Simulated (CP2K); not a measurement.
Set up this calculation in CP2K 2026.2, as the native input.

- Task: projected density of states
- Functional: PBE
- Potentials or basis: GTH_POTENTIALS Ag GTH-PBE-q11, Cl GTH-PBE-q7; DZVP-MOLOPT-SR-GTH basis
- Density cutoff: 6123 eV
- k mesh: 7 × 7 × 7
- Occupations: fermi-dirac, width 0.05 eV
- Spin: no spin polarisation
- SCF solver: diagonalisation with k points
- Quickstep method: GPW
- EPS_DEFAULT: 1.0E-9
- EPS_SCF: 1.0E-6
- MAX_SCF: 100
- SCF_GUESS: ATOMIC
- k points reduced by the point group: yes
- Mesh centred on Gamma: yes
- CHOLESKY: OFF
- EPS_EIGVAL: 1.0E-7
- MIXING METHOD: BROYDEN_MIXING
- MIXING ALPHA: 0.4
- NBUFFER: 8
- NGRIDS: 4
- Basis sets: Ag DZVP-MOLOPT-SR-GTH-q11, Cl DZVP-MOLOPT-SR-GTH-q7
- Potentials: Ag GTH-PBE-q11 of GTH_POTENTIALS, Cl GTH-PBE-q7 of GTH_POTENTIALS
- ADDED_MOS: [13]
- Shape of the broadening: LORENTZIAN
- Broadening of the DOS (eV): 0.1 eV
- Step of the DOS (eV): 0.05 eV
- REL_CUTOFF (Ry): 60 Ry
- MIXING BETA (1/bohr): 1.5 1/bohr
- CUTOFF of the grids: 450 Ry

AgCl (Chlorargyrite):

```xyz
2
Lattice="3.8679 0.0000 0.0000 1.9339 3.3497 0.0000 1.9339 1.1166 3.1581" Properties=species:S:1:pos:R:3 pbc="T T T"
Ag    0.0000    0.0000    0.0000
Cl    3.8679    2.2331    1.5791
```

One way to write it, as run:

agcl_pdos.inp

```
&GLOBAL
  PROJECT agcl_pdos
  RUN_TYPE ENERGY_FORCE
  PRINT_LEVEL LOW
&END GLOBAL
&FORCE_EVAL
  METHOD QS
  STRESS_TENSOR ANALYTICAL
  &DFT
    BASIS_SET_FILE_NAME BASIS_MOLOPT
    POTENTIAL_FILE_NAME GTH_POTENTIALS
    &MGRID
      CUTOFF 450
      REL_CUTOFF 60
      NGRIDS 4
    &END MGRID
    &QS
      METHOD GPW
      EPS_DEFAULT 1.0E-9
    &END QS
    &KPOINTS
      SCHEME MONKHORST-PACK 7 7 7
      GAMMA_CENTERED T
      SYMMETRY T
      SYMMETRY_BACKEND SPGLIB
    &END KPOINTS
    &SCF
      SCF_GUESS ATOMIC
      EPS_SCF 1.0E-6
      MAX_SCF 100
      ADDED_MOS 13
      CHOLESKY OFF
      EPS_EIGVAL 1.0E-7
      &DIAGONALIZATION ON
        ALGORITHM STANDARD
      &END DIAGONALIZATION
      &MIXING ON
        METHOD BROYDEN_MIXING
        ALPHA 0.4
        BETA 1.5
        NBUFFER 8
      &END MIXING
      &SMEAR ON
        METHOD FERMI_DIRAC
        ELECTRONIC_TEMPERATURE 580.23
      &END SMEAR
    &END SCF
    &XC
      &XC_FUNCTIONAL
        &GGA_X_PBE
        &END GGA_X_PBE
        &GGA_C_PBE
        &END GGA_C_PBE
      &END XC_FUNCTIONAL
    &END XC
    &PRINT
      &KPOINTS ON
      &END KPOINTS
      &MULLIKEN ON
      &END MULLIKEN
      &MO ON
        ENERGIES T
        OCCUPATION_NUMBERS T
        &EACH
          QS_SCF 0
        &END EACH
        ADD_LAST NUMERIC
      &END MO
      &LOWDIN ON
      &END LOWDIN
      &HIRSHFELD ON
        SHAPE_FUNCTION DENSITY
      &END HIRSHFELD
      &DOS ON
        &PDOS
          COMPONENTS F
        &END PDOS
        &CURVE
          ENERGY_UNIT EV
          ENERGY_ZERO ABSOLUTE
          &BROADEN
            TYPE LORENTZIAN
            WIDTH [eV] 0.1
          &END BROADEN
        &END CURVE
        DELTA_E 0.001837
      &END DOS
    &END PRINT
  &END DFT
  &SUBSYS
    &CELL
      ABC 3.8678740931 3.8678740931 3.8678740931
      ALPHA_BETA_GAMMA 60.0000000010 60.0000000008 60.0000000009
      PERIODIC XYZ
    &END CELL
    &COORD
      Ag  0.0000000000 0.0000000000 0.0000000000
      Cl  3.8678740931 2.2331181489 1.5790529863
    &END COORD
    &KIND Ag
      BASIS_SET DZVP-MOLOPT-SR-GTH-q11
      POTENTIAL GTH-PBE-q11
    &END KIND
    &KIND Cl
      BASIS_SET DZVP-MOLOPT-SR-GTH-q7
      POTENTIAL GTH-PBE-q7
    &END KIND
    &PRINT
      &ATOMIC_COORDINATES ON
      &END ATOMIC_COORDINATES
      &CELL ON
      &END CELL
    &END PRINT
  &END SUBSYS
  &PRINT
    &FORCES ON
    &END FORCES
    &STRESS_TENSOR ON
    &END STRESS_TENSOR
  &END PRINT
&END FORCE_EVAL
```

Potentials or basis: GTH_POTENTIALS Ag GTH-PBE-q11, Cl GTH-PBE-q7; DZVP-MOLOPT-SR-GTH basis.

The run is started by

```bash
$ OMP_NUM_THREADS=1 cp2k.psmp -i agcl_pdos.inp -o agcl_pdos.out
```

Results of the run:

```
Pressure               : 4.7 GPa
Band gap on the k mesh : 0.96 eV, indirect (least direct gap 3.36 eV)
Mulliken charges       : Ag +0.28; Cl -0.28 e
Hirshfeld charges      : Ag +0.17; Cl -0.17 e
```

Caveat: Mulliken charges move with the basis; an odd mesh through Γ misses points on the zone boundary, where band edges often lie; the basis of atomic orbitals isn't converged, which shifts pressures, moduli and gaps.

It took 18 s on 1 thread of Arm Neoverse V2, with other jobs on the host, peak memory 0.28 GiB.
